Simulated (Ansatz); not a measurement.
# Si, 64 atoms: a single-point run with RPA energy on a GPU

The task is the ground state of Si in a cell of 64 atoms at the typed geometry, followed by RPA energy. How long does it take, and what comes out?

Program: Ansatz 0.2 early development. Level of theory: run time, RPA energy, PBE, NC. These are calculated values, not measurements.

## (1) The system as given

It holds 64 Si; a = 10.862 Å, b = 10.862 Å, c = 10.862 Å, α = 90.00°, β = 90.00°, γ = 90.00°; 20.02 Å³ an atom; space group P1.

Cell or atoms stand a little off a more symmetric structure (Fd-3m at a tolerance of 0.3 Å), so results at this geometry aren't those of that ideal crystal.

## (2) Running it

The input, input.yaml:

```yaml
crystal:
  lattice:
    - [10.862, 0, 0]
    - [0, 10.862, 0]
    - [0, 0, 10.862]
  atoms:
    - { symbol: Si, position: [0.00593, 0.00667, 0.00031] }
    - { symbol: Si, position: [-0.00352, 0.24497, 0.25014] }
    - { symbol: Si, position: [0.2453, -0.00661, 0.25092] }
    - { symbol: Si, position: [0.25061, 0.25252, -0.00421] }
    - { symbol: Si, position: [0.12502, 0.1247, 0.11807] }
    - { symbol: Si, position: [0.12748, 0.37648, 0.386] }
    - { symbol: Si, position: [0.37593, 0.12433, 0.38067] }
    - { symbol: Si, position: [0.37592, 0.37918, 0.12332] }
    - { symbol: Si, position: [0.001, 0.00472, 0.5032] }
    - { symbol: Si, position: [0.00059, 0.24502, 0.75205] }
    - { symbol: Si, position: [0.25035, 0.00332, 0.751] }
    - { symbol: Si, position: [0.25501, 0.24976, 0.50093] }
    - { symbol: Si, position: [0.12807, 0.12, 0.62315] }
    - { symbol: Si, position: [0.1227, 0.38412, 0.87457] }
    - { symbol: Si, position: [0.378, 0.12785, 0.87371] }
    - { symbol: Si, position: [0.36786, 0.37944, 0.62313] }
    - { symbol: Si, position: [0.0033, 0.49399, -0.00202] }
    - { symbol: Si, position: [0.00579, 0.75659, 0.244] }
    - { symbol: Si, position: [0.24386, 0.4998, 0.25335] }
    - { symbol: Si, position: [0.25074, 0.7514, -0.00455] }
    - { symbol: Si, position: [0.1277, 0.63014, 0.12299] }
    - { symbol: Si, position: [0.1184, 0.87151, 0.37851] }
    - { symbol: Si, position: [0.36702, 0.62458, 0.37044] }
    - { symbol: Si, position: [0.3744, 0.87387, 0.12507] }
    - { symbol: Si, position: [0.00691, 0.50194, 0.50614] }
    - { symbol: Si, position: [-0.00065, 0.74779, 0.75174] }
    - { symbol: Si, position: [0.23695, 0.49982, 0.75074] }
    - { symbol: Si, position: [0.24431, 0.75214, 0.49743] }
    - { symbol: Si, position: [0.11368, 0.62402, 0.62049] }
    - { symbol: Si, position: [0.1226, 0.8743, 0.88076] }
    - { symbol: Si, position: [0.37547, 0.62487, 0.87679] }
    - { symbol: Si, position: [0.36666, 0.88071, 0.62004] }
    - { symbol: Si, position: [0.50202, -0.00519, -0.00449] }
    - { symbol: Si, position: [0.49818, 0.25873, 0.25321] }
    - { symbol: Si, position: [0.74722, -0.00131, 0.2447] }
    - { symbol: Si, position: [0.74984, 0.24736, 0.00332] }
    - { symbol: Si, position: [0.61875, 0.12346, 0.12112] }
    - { symbol: Si, position: [0.62169, 0.37827, 0.37558] }
    - { symbol: Si, position: [0.87769, 0.13047, 0.38029] }
    - { symbol: Si, position: [0.86869, 0.37747, 0.11689] }
    - { symbol: Si, position: [0.49971, 0.00883, 0.49911] }
    - { symbol: Si, position: [0.4983, 0.25078, 0.75008] }
    - { symbol: Si, position: [0.75012, -0.00349, 0.75498] }
    - { symbol: Si, position: [0.75409, 0.24902, 0.50145] }
    - { symbol: Si, position: [0.62803, 0.12975, 0.62681] }
    - { symbol: Si, position: [0.6282, 0.37379, 0.87008] }
    - { symbol: Si, position: [0.87272, 0.12969, 0.8795] }
    - { symbol: Si, position: [0.87567, 0.37239, 0.62642] }
    - { symbol: Si, position: [0.50766, 0.50623, -0.00315] }
    - { symbol: Si, position: [0.4998, 0.74332, 0.24477] }
    - { symbol: Si, position: [0.75087, 0.50011, 0.25444] }
    - { symbol: Si, position: [0.75584, 0.75384, 0.00608] }
    - { symbol: Si, position: [0.62248, 0.6198, 0.1273] }
    - { symbol: Si, position: [0.63733, 0.87664, 0.3697] }
    - { symbol: Si, position: [0.87612, 0.63156, 0.37024] }
    - { symbol: Si, position: [0.8787, 0.87219, 0.13086] }
    - { symbol: Si, position: [0.50362, 0.5014, 0.50921] }
    - { symbol: Si, position: [0.49812, 0.74684, 0.75854] }
    - { symbol: Si, position: [0.74597, 0.51012, 0.74982] }
    - { symbol: Si, position: [0.74523, 0.74999, 0.5006] }
    - { symbol: Si, position: [0.62593, 0.62412, 0.62998] }
    - { symbol: Si, position: [0.61432, 0.87245, 0.87379] }
    - { symbol: Si, position: [0.88338, 0.61583, 0.87344] }
    - { symbol: Si, position: [0.86974, 0.87194, 0.62795] }
basis:
  precision: f64
  ecutwfc: "245 eV"
  ecutrho_ratio: 4
kpoints:
  mp_grid: { grid: [1, 1, 1], shift: [0, 0, 0] }
hamiltonian:
  xc: pbe
  pseudopotentials: { kind: nc, accuracy: standard }
scf:
  occupations: { method: fixed }
  convergence: { dr2_threshold: "1e-7 eV" }
output:
  rpa_energy:
    ecut_chi_ladder: ["80 eV", "100 eV", "120 eV"]
    long_wavelength: neglected
    n_empty_bands: 281
```

The run is started by

```
$ ansatz run input --backend cuda --devices 0, --threads 96 --events-out ev
```

Q: Predict the outcome of this session. Wanted: free energy; electrons solved for; SCF passes in all; RPA correlation energy; exact exchange.

The runs gave:

```
                      quantity                                                                                value
time per pass of the first SCF                                                                                0.2 s
                   free energy                                                    -7357.1467 eV (-114.9554 eV/atom)
          electrons solved for                                                                                  256
             SCF passes in all                                                                                    8
        RPA correlation energy                                                         -392.326 eV (-6.130 eV/atom)
                exact exchange                                                                         -1867.870 eV
                     wall time  40 s (1 × NVIDIA GB300 with 96 threads of Arm Neoverse V2 (Grace), host not shared)
```

In words: The largest share of the engine's clock (95 %) was the work after the first SCF (RPA energy). The reported correlation energy lies 22.629 eV from that at the highest cutoff, which shows how much the extrapolation supplies. The k sampling stands for a supercell only 11 Å thick at its thinnest, so the values belong to these settings.
